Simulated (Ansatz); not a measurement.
What a change of settings does to a run on Eu

Structure from Materials Project entry mp-20071 (possibly hypothetical), not relaxed further.

First run: DFT, PBEsol, all-electron LAPW, scalar-relativistic (Ansatz 0.2.0).

Command: `ansatz run input.yaml --threads 1 --pin off --max-ram 3072MiB --backend cpu --events-out ev --progress --plain --runs-dir out` The run took 27 s on 1 thread of Arm Neoverse V2, on a shared host.

```yaml
crystal:
  lattice:
    - [-2.2438010342, 2.2438010342, 2.2438010342]
    - [2.2438010342, -2.2438010342, 2.2438010342]
    - [2.2438010342, 2.2438010342, -2.2438010342]
  atoms:
    - { symbol: Eu, position: [0.0, 0.0, 0.0], spin: 7.0 }
magnetization:
  spin_polarized: true
kpoints:
  mp_grid: { grid: [10, 10, 10] }
  band_path:
    path:
      - [0.0, 0.0, 0.0]
      - [0.5, -0.5, 0.5]
      - [0.0, 0.0, 0.5]
      - [0.0, 0.0, 0.0]
      - [0.25, 0.25, 0.25]
      - [0.5, -0.5, 0.5]
      - [0.25, 0.25, 0.25]
      - [0.0, 0.0, 0.5]
    npoints: 14
scf:
  occupations: { method: fermi_dirac, width: 0.05 }
hamiltonian:
  xc: pbesol
  pseudopotentials: { kind: all_electron, lapw: { basis_error: 0.001 } }
output:
  forces: true
  stress: true
  eigenvalues: true
  fatbands: true
  populations: true
  dos: { projected: true, de: 0.2, e_range: [-14, 8] }
```

Result: converged; pressure -1.97 GPa; moment 7.36 μB; 11 SCF iterations.

Semilocal functionals without a Hubbard term describe localised f shells poorly; where the shell is localised, the real material differs.

No spin–orbit coupling, which matters for the heavy atoms here.

The input is then changed:

```diff
@@ -23,4 +23,5 @@
 scf:
   occupations: { method: fermi_dirac, width: 0.05 }
+  mixing: { preconditioner: ldos }
 hamiltonian:
   xc: pbesol
@@ -30,6 +31,4 @@
   stress: true
   eigenvalues: true
-  fatbands: true
   populations: true
-  dos: { projected: true, de: 0.2, e_range: [-14, 8] }
```

Problem. Predict the outcome of the changed run.

Solution. It converged; energy at zero smearing 0.0 meV/atom from the first run; pressure -1.97 GPa; moment 7.36 μB; 10 SCF iterations.
